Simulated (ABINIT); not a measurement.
BP: equation of state with PBE+D3

**Measured values to compare with.**

“Equation of state of single-crystal cubic boron phosphide”, 2014, arxiv:1407.1677 reports, for a bulk crystal of BP at 300 K: bulk modulus 179 ± 1 GPa.

Crystal: BP.

```
P B
1.0
     0.00000    2.26900    2.26900
     2.26900    0.00000    2.26900
     2.26900    2.26900    0.00000
P B
1 1
Direct
  0.75000 0.75000 0.75000
  0.00000 0.00000 0.00000
```

```json
{
  "Program": "ABINIT 10.8.3 (patched build)",
  "Task": "equation of state",
  "Functional": "PBE",
  "Dispersion": "D3",
  "Potentials or basis": "JTH PAW PBE v2.0",
  "Cutoff": "544 eV",
  "k mesh": "10 × 10 × 10",
  "Occupations": "fermi-dirac, width 0.05 eV",
  "Spin": "no spin polarisation"
}
```

- Equilibrium volume: 11.59 Å³/atom
- Bulk modulus: 167 GPa
- Pressure derivative of the bulk modulus: 3.9

Energy against volume, from the lowest point:
| volume (Å³/atom) | energy (meV/atom) |
| --- | --- |
| 10.981 | 18.13 |
| 11.214 | 6.51 |
| 11.448 | 0.66 |
| 11.682 | 0.00 |
| 11.915 | 4.08 |
| 12.149 | 12.43 |
| 12.383 | 24.65 |

It took 83 s on 1 thread of Intel(R) Xeon(R) Platinum 8259CL CPU @ 2.50GHz (Skylake/Cascade Lake) (shared host), peak memory 0.09 GiB.

Measured bulk modulus of BP: 179 GPa (300 K; “Equation of state of single-crystal cubic boron phosphide”, 2014, arxiv:1407.1677). This calculation gives 167 GPa (-6.9 %). 3 values of this kind are on record (173 to 179 GPa); this one was drawn at random among those near their median, those with a stated uncertainty first. The fit is for a static lattice scaled at fixed shape and fixed fractional positions.

Caveat: pressures at fixed basis lie under the slope of the energies; the log and the count of SCF iterations are those of the last ABINIT call alone.
